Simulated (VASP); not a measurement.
# LiCl (Fm-3m) in VASP: settings compared, part 2 of 2

VASP 6.6.1.

## (5) Dielectric tensor, PBE

Contents of INCAR:

```
SYSTEM = LiCl
  PREC = Accurate
  ENCUT = 520
  EDIFF = 1E-8
  ISMEAR = 0
  SIGMA = 0.03
  LREAL = .False.
  LASPH = .True.
  NELM = 80
  ALGO = Normal
  ISIF = 2
  LWAVE = .False.
  LCHARG = .False.
  GGA = PE
  LEPSILON = .True.
```

Contents of KPOINTS:

```
regular mesh
0
Monkhorst
  16 16 16
  0 0 0
```

Contents of POSCAR:

```
LiCl                                    
1.0
    0.0000000000      2.5305222624      2.5305222624
    2.5305222624      0.0000000000      2.5305222624
    2.5305222624      2.5305222624      0.0000000000
  Li              Cl            
     1     1
Direct
     0.0000000000000000    0.0000000000000000    0.0000000000000000
     0.5000000000000000    0.5000000000000000    0.5000000000000000
```

Potentials or basis: VASP PAW PBE potentials, release 64 (Li_sv, Cl).

On the command line:

```console
cat potpaw_PBE.64/Li_sv/POTCAR potpaw_PBE.64/Cl/POTCAR > POTCAR
mpirun -np 1 vasp_std > vasp.out
```

OUTCAR:

```text
SYSTEM = LiCl
   PREC = Accurate
   ENCUT = 520
   EDIFF = 1E-8
   ISMEAR = 0
   LREAL = .False.
   LASPH = .True.
   NELM = 80
   ISIF = 2
   GGA = PE
   LEPSILON = .True.

 ion  position               nearest neighbor table
   1  0.000  0.000  0.000-   2 2.53   2 2.53   2 2.53   2 2.53   2 2.53   2 2.53
   2  0.500  0.500  0.500-   1 2.53   1 2.53   1 2.53   1 2.53   1 2.53   1 2.53

  LATTYP: Found a face centered cubic cell.
 ALAT       =     5.0610445248

  Lattice vectors:

 A1 = (   0.0000000000,   2.5305222624,   2.5305222624)
 A2 = (   2.5305222624,   0.0000000000,   2.5305222624)
 A3 = (   2.5305222624,   2.5305222624,   0.0000000000)

Analysis of symmetry for initial positions (statically):
=====================================================================
 Subroutine PRICEL returns:
 Original cell was already a primitive cell.

 Routine SETGRP: Setting up the symmetry group for a
 face centered cubic supercell.

 Subroutine GETGRP returns: Found 48 space group operations
 (whereof 48 operations were pure point group operations)
[... 511 lines left out ...]
  ---------------------------------------------------
  ---------------------------------------------------
  free energy    TOTEN  =        -0.20455843 eV

  energy without entropy =       -0.20455843

------------------------ aborting loop because EDIFF is reached ----------------------------------------

 PIEZOELECTRIC TENSOR FIELD DIRECTION 3  (e Angst)
 -----------------------------------------------------------------------------
    -0.00046  0.00000 -0.00000           ( -0.00000  0.00000 -0.00000)
     0.00000 -0.00046  0.00000           (  0.00000 -0.00000  0.00000)
     0.00000 -0.00000 -0.00007           ( -0.00000  0.00000  0.00000)

 PIEZOELECTRIC TENSOR FIELD DIRECTION 3  (C/m^2)
 -----------------------------------------------------------------------------
    -0.00023  0.00000 -0.00000
     0.00000 -0.00023  0.00000
     0.00000 -0.00000 -0.00004

 MACROSCOPIC STATIC DIELECTRIC TENSOR (including local field effects in DFT)
 ------------------------------------------------------
           3.024380     0.000000     0.000000
           0.000000     3.024380    -0.000000
          -0.000000     0.000000     3.024380
 ------------------------------------------------------

 PIEZOELECTRIC TENSOR (including local field effects)  for field in x, y, z        (e  Angst)
          XX          YY          ZZ          XY          YZ          ZX
  --------------------------------------------------------------------------------
  x     0.00000     0.00000     0.00000     0.00000     0.00000     0.00000
  y     0.00000     0.00000     0.00000     0.00000     0.00000     0.00000
  z     0.00000     0.00000     0.00000     0.00000     0.00000     0.00000

 PIEZOELECTRIC TENSOR (including local field effects)  for field in x, y, z        (C/m^2)
          XX          YY          ZZ          XY          YZ          ZX
  --------------------------------------------------------------------------------
  x     0.00000     0.00000     0.00000     0.00000     0.00000     0.00000
  y     0.00000     0.00000     0.00000     0.00000     0.00000     0.00000
  z     0.00000     0.00000     0.00000     0.00000     0.00000     0.00000

 BORN EFFECTIVE CHARGES (including local field effects) (in |e|, cummulative output)
 ---------------------------------------------------------------------------------
 ion    1
    1     1.18008     0.00000     0.00000
    2     0.00000     1.18008     0.00000
    3     0.00000     0.00000     1.18008
 ion    2
    1    -1.18008     0.00000     0.00000
    2     0.00000    -1.18008     0.00000
    3     0.00000     0.00000    -1.18008
```

Wall time 22 min (1 thread of Intel Xeon 6975P-C (Granite Rapids), shared host); peak memory 0.82 GiB.

Results:

- Electronic dielectric tensor (diagonal): 3.02
- Born charges (mean of the diagonal): Li +1.18; Cl -1.18 e

Levels at points of the mesh, in eV from the valence-band top:
```tsv
k point	band 3	band 4	band 5	band 6	band 7	band 8
(0.03, 0.03, 0.03)	-0.04	0.00	0.00	6.61	11.89	11.98
```

Electronic dielectric tensor:
```
3.02 0.00 0.00
0.00 3.02 0.00
0.00 0.00 3.02
```

Born effective charge tensors (e):
atom 1, Li
```
1.18 0.00 0.00
0.00 1.18 0.00
0.00 0.00 1.18
```
atom 2, Cl
```
-1.18  0.00  0.00
 0.00 -1.18  0.00
 0.00  0.00 -1.18
```

## (6) Summary

```tsv
task	level	potentials or basis	k mesh	further INCAR settings	monkhorst-Pack mesh	gap on the mesh (eV)
band structure	PBE	VASP PAW PBE potentials, release 64 (Li_sv, Cl)	10 × 10 × 10	ALGO = Normal; EDIFF = 1e-07	-	6.58
band structure	LDA	VASP PAW LDA potentials, release 64 (Li_sv, Cl)	10 × 10 × 10	ALGO = Normal; EDIFF = 1e-07	-	6.24
band structure	r2SCAN	VASP PAW PBE potentials, release 64 (Li_sv, Cl)	10 × 10 × 10	ALGO = Normal; EDIFF = 1e-07	-	7.57
dielectric tensor	PBE	VASP PAW PBE potentials, release 64 (Li_sv, Cl)	16 × 16 × 16	ALGO = Normal; EDIFF = 1e-08	yes	-
```

Alike in all rows: no spin polarisation; cell as given; cutoff (eV) 520; smearing gaussian 0.03 eV.

Total energies depend on the potentials used, so only differences within one code and one set of settings carry meaning.

## (7) How close it comes

Step 5. Against the measured high-frequency dielectric constant of LiCl, 2.75 (a printed reference work, monograph), the calculated 3.02 is off by +10.0 %.
